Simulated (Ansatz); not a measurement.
The system is Al2O3 (Corundum).

```xyz
10
Lattice="2.3803 1.3742 4.3319 -2.3803 1.3742 4.3319 0.0000 -2.7485 4.3319" Properties=species:S:1:pos:R:3 pbc="T T T"
Al    0.0000    0.0000   11.0743
Al    0.0000    0.0000    8.4191
Al    0.0000    0.0000    1.9213
Al    0.0000    0.0000    4.5765
O    -1.6503   -0.1099    5.4148
O     0.7300    1.4841    5.4148
O     0.9203   -1.3742    5.4148
O     1.6503    0.1099    7.5808
O    -0.7300   -1.4841    7.5808
O    -0.9203    1.3742    7.5808
```

Base run:

| Quantity | Value |
| --- | --- |
| Program | Ansatz 0.2.0 |
| Functional | PBE |
| Potentials or basis | Ansatz PAW |
| Cutoff | 250 eV |
| Density cutoff | 1000 eV |
| k mesh | 7 × 7 × 7 |
| Occupations | fermi-dirac, width 0.05 eV |
| Spin | no spin polarisation |

Its results: band gap on the k mesh 6.00 eV, indirect (least direct gap 6.01 eV); pressure 9.6 GPa; largest force 0.293 eV/Å.

The run is repeated on the same cell with these changes: potentials or basis from Ansatz PAW to JTH PAW; cutoff from 250 eV to 1380 eV (not typed: the program's choice for these potentials). What comes out?

Band gap on the k mesh 6.21 eV, direct; pressure 7.5 GPa; largest force 0.066 eV/Å.

Caveats: odd divisions of the mesh miss points on the zone boundary, where band edges often lie, so the gap on the mesh can be too wide (some runs); the pressure holds a Pulay correction of +90.9 GPa for the finite cutoff (some runs); the cutoff lies under the one recommended for these potentials (some runs).
